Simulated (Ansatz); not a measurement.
Smearing, entropy and the zero-width energy in ScAl

Computed with Ansatz, DFT r2SCAN, scalar-relativistic, plane waves, PAW.

```yaml
crystal:
  lattice:
    - [3.37035, 0.00000, 0.00000]
    - [0.00000, 3.37035, 0.00000]
    - [0.00000, 0.00000, 3.37035]
  atoms:
    - { symbol: Sc, position: [0.50000, 0.50000, 0.50000] }
    - { symbol: Al, position: [0.00000, 0.00000, 0.00000] }
```

```
plane-wave cutoff : 500 eV
Γ-centred k-mesh  : 12×12×12
spin treatment    : unpolarised
```

The same metal under several smearings of width σ, on one mesh. F is the free energy, TS the smearing's entropy term for the cell of 2 atoms, and E = F + TS. Gaussian occupations are ½ erfc[(ε − μ)/σ], and N counts both spins.

```
       rule  σ (eV) F − F(narrowest) (meV/atom) TS (meV/cell)
Fermi–Dirac     0.1                       -6.105         26.888
   Gaussian    0.02                        0.000          0.203
   Gaussian    0.05                       -0.199          0.820
   Gaussian     0.1                       -0.788          3.219
   Gaussian     0.2                       -3.485         15.117
```

Question: For a density of states N (both spins) that is flat over the smeared range, TS = Nσ²/2 (Gaussian) and (π²/3)Nσ² (Fermi–Dirac). What N does each run give?

Answer:
| rule | σ (eV) | N (states/eV a cell) |
| --- | --- | --- |
| Fermi–Dirac | 0.1 | 0.82 |
| Gaussian | 0.02 | 1.02 |
| Gaussian | 0.05 | 0.66 |
| Gaussian | 0.1 | 0.64 |
| Gaussian | 0.2 | 0.76 |

Equal entropy needs σ_Gauss = π√(2/3) σ_FD = 2.57 σ_FD, so a Fermi–Dirac width acts like a Gaussian one 2.57 times as large. At moderate widths N lies between 0.64 and 0.82. The drift shows structure in the density of states within the smeared window (a rise with width points to a dip at the Fermi level, a fall to a peak or a steep flank), or a mesh too coarse for the narrower widths. At the narrowest widths only the few mesh levels within σ of μ count, so N can scatter there.

Question: To second order F = E0 − TS/2 and E = E0 + TS/2. How well does E0 = (E + F)/2 undo the smearing?

Answer:
| rule | σ (eV) | F − E0(narrowest) (meV/atom) | (E + F)/2 − E0(narrowest) (meV/atom) |
| --- | --- | --- | --- |
| Fermi–Dirac | 0.1 | -6.16 | 0.57 |
| Gaussian | 0.02 | -0.05 | 0.00 |
| Gaussian | 0.05 | -0.25 | -0.04 |
| Gaussian | 0.1 | -0.84 | -0.03 |
| Gaussian | 0.2 | -3.54 | 0.24 |

At Fermi–Dirac 0.1 eV the free energy is off by -6.16 meV/atom and the mean by 0.57. What remains is of order σ⁴ plus the mesh error of the narrowest run, which is no exact reference. Forces and stress are derivatives of F, not of E0, so they keep the σ² error.

8 further runs of this set aren't shown, and 1 didn't finish or converge.

The Fermi–Dirac run isn't an outlier: ranked by effective width, it lies beyond the widest Gaussian and continues the rise in N from 0.64 through 0.76 to 0.82. Its larger free-energy shift therefore reflects the long tails of the Fermi function, which reach states further from the Fermi level, and not a different electronic structure.

The positive residuals of the mean at the two largest effective widths, 0.24 and 0.57 meV/atom, fit the same picture. A density of states that curves upwards away from the Fermi level raises the apparent N and also makes the mean overshoot. This suggests a shallow minimum there, probably with mainly empty Sc 3d states above it, as expected for an early transition metal with few d electrons. The Gaussian runs at 0.02 and 0.05 eV break the rise and say little about finer structure. In an energy difference between phases, the smearing error of F would cancel only as far as their densities of states at the Fermi level are alike.
